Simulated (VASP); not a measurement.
Here is a VASP 6.6.1 calculation.

The input INCAR:

```
SYSTEM = BeSe
  PREC = Accurate
  ENCUT = 520
  EDIFF = 1E-6
  ISMEAR = -1
  SIGMA = 0.02
  LREAL = .False.
  LASPH = .True.
  NELM = 100
  ALGO = Fast
  ISIF = 2
  LWAVE = .False.
  LCHARG = .False.
  GGA = PE
  NBANDS = 11
```

Contents of KPOINTS:

```
regular mesh
0
Gamma
  8 8 8
  0 0 0
```

The input POSCAR:

```
BeSe
1.0
    0.0000000000      2.5307051843      2.5307051843
    2.5307051843      0.0000000000      2.5307051843
    2.5307051843      2.5307051843      0.0000000000
Be Se
1 1
Direct
    0.0000000000      0.0000000000      0.0000000000
    0.2500000000      0.2500000000      0.2500000000
```

Potentials or basis: VASP PAW PBE potentials, release 64 (Be, Se).

Launch:

```bash
$ cat potpaw_PBE.64/Be/POTCAR potpaw_PBE.64/Se/POTCAR > POTCAR
$ mpirun -np 1 vasp_std > vasp.out
```

Problem. Estimate the pressure.

Solution. 6.1 GPa.

Problem. Estimate the band gap on the k mesh.

Solution. 2.51 eV, indirect (least direct gap 4.73 eV).

A k mesh can miss the band edges.
